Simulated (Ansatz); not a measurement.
Geometry optimisation in Ansatz: input, command and trajectory.

```yaml
crystal:
  lattice:
    - [4.5904470347, 0.0, 0.0]
    - [-2.2952235174, 3.9754437468, 0.0]
    - [0.0, 0.0, 5.9018701797]
  atoms:
    - { symbol: Te, position: [0.7321941308, 0.0, 0.3333333333] }
    - { symbol: Te, position: [0.0, 0.7321941308, 0.6666666667] }
    - { symbol: Te, position: [0.2678058692, 0.2678058692, 0.0] }
basis:
  ecutwfc: 420
kpoints:
  mp_grid: { grid: [12, 12, 6] }
hamiltonian:
  xc: pbe
scf:
  occupations: { method: gaussian, width: 0.01 }
output:
  forces: true
  stress: true
  eigenvalues: true
relax:
  adjacent_minimum: "off"
  f_tol: 0.008
  max_steps: 40
  cell: { stress_tol: 0.015, fix: [a, b, gamma] }
```

```bash
ansatz run input.yaml --threads 1 --pin off --max-ram 2560MiB --backend cpu --events-out ev --progress --plain --runs-dir out
```

Method: Ansatz, DFT PBE, scalar-relativistic, plane waves, PAW.

Of 5 frames 4 are shown, positions in Å and forces in eV/Å; the SCF threshold varies from step to step. Steps run on the plane waves of an earlier cell, with a Pulay correction in the pressure. The basis is chosen afresh for the last frame, the zero of the energies, and at times for earlier ones too; energy and pressure can step there, also at an unchanged geometry. Where two frames share a geometry here, they differ by under 2 meV/atom and 0.3 GPa.

```xyz
3
Lattice="4.5904 0.0000 0.0000 -2.2952 3.9754 0.0000 0.0000 0.0000 5.9019" Properties=species:S:1:pos:R:3:forces:R:3 pbc="T T T" step=1 free_energy_over_end_meV_per_atom=0.76 pressure_GPa=-0.61
Te    3.3611    0.0000    1.9673    0.0907    0.0000    0.0000
Te   -1.6805    2.9108    3.9346   -0.0454    0.0786    0.0000
Te    0.6147    1.0646    0.0000   -0.0454   -0.0786    0.0000
3
Lattice="4.5904 0.0000 0.0000 -2.2952 3.9754 0.0000 0.0000 0.0000 5.8786" Properties=species:S:1:pos:R:3:forces:R:3 pbc="T T T" step=2 free_energy_over_end_meV_per_atom=0.06 pressure_GPa=-0.07
Te    3.3747    0.0000    1.9595   -0.0075    0.0000    0.0000
Te   -1.6874    2.9226    3.9191    0.0037   -0.0065    0.0000
Te    0.6079    1.0528    0.0000    0.0037    0.0065    0.0000
3
Lattice="4.5904 0.0000 0.0000 -2.2952 3.9754 0.0000 0.0000 0.0000 5.8956" Properties=species:S:1:pos:R:3:forces:R:3 pbc="T T T" step=3 free_energy_over_end_meV_per_atom=0.00 pressure_GPa=-0.20
Te    3.3760    0.0000    1.9652    0.0023    0.0000    0.0000
Te   -1.6880    2.9237    3.9304   -0.0012    0.0020    0.0000
Te    0.6072    1.0517    0.0000   -0.0012   -0.0020    0.0000
3
Lattice="4.5904 0.0000 0.0000 -2.2952 3.9754 0.0000 0.0000 0.0000 5.8994" Properties=species:S:1:pos:R:3:forces:R:3 pbc="T T T" step=5 free_energy_over_end_meV_per_atom=0.00 pressure_GPa=-0.21
Te    3.3770    0.0000    1.9665    0.0001    0.0000    0.0000
Te   -1.6885    2.9246    3.9329   -0.0001    0.0001    0.0000
Te    0.6067    1.0508    0.0000   -0.0001   -0.0001    0.0000
```

It took 2 min on 1 thread of Arm Neoverse V2, on a shared host, peak memory 0.48 GiB.